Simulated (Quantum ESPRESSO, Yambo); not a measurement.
An input for Yambo 5.3.0 (WS2 (2H monolayer)):

```
HF_and_locXC
gw0
dyson
ppa
em1d
rim_cut
rim_w
RandQpts= 3000000
RandGvec= 100 RL
CUTGeo= "slab z"
RandGvecW= 9 RL
EXXRLvcs= 62 Ry
VXCRLvcs= 248 Ry
Chimod= "HARTREE"
% BndsRnXp
 1 | 104 |
%
NGsBlkXp= 6.5 Ry
% LongDrXp
 1 | 1 | 0 |
%
% GbndRnge
 1 | 104 |
%
DysSolver= "n"
ExtendOut
PPAPntXp= 27.21138 eV
% QPkrange
 7 | 7 | 23 | 30 |
 1 | 1 | 23 | 30 |
%
```

```sh
OMP_NUM_THREADS=1 mpirun -n 4 yambo -F gw5.in -J gw5 -C gw5 > gw5.log
```

The stored states that it reads are on a 6×6×1 mesh. The cell holds 3 atoms: 1 W and 2 S. Its edges and angles: a = 3.187 Å, b = 3.187 Å, c = 16.000 Å, α = 90.0°, β = 90.0°, γ = 120.0°. Vacuum lies along c.

How long will it take on 4 MPI ranks of Intel Xeon 6975P-C (Granite Rapids), shared host, and how much memory?

It took 4.6 min; on shared hardware allow 2.3 min to 9.1 min. Peak host memory was 3.5 GiB.

The screening grows as filled bands × empty bands × pairs of k points, times the square of the screening basis for the matrix.

[Paths, hosts, dates, memory and timing lines, banners, echoed tables and standing remarks are left out of the program output.]

[Logs are printed without paths, hosts, clocks, repeated set-up lines and the standing remarks that a program may print on its own settings, such as how far it seeks lower states.]

[Runs of the session that timed out or met a known fault of the program may be left out.]

[Hosts, paths, dates, database ids (printed as entryN), source tags and the programs' standing remarks are cut or masked in the printed files.]
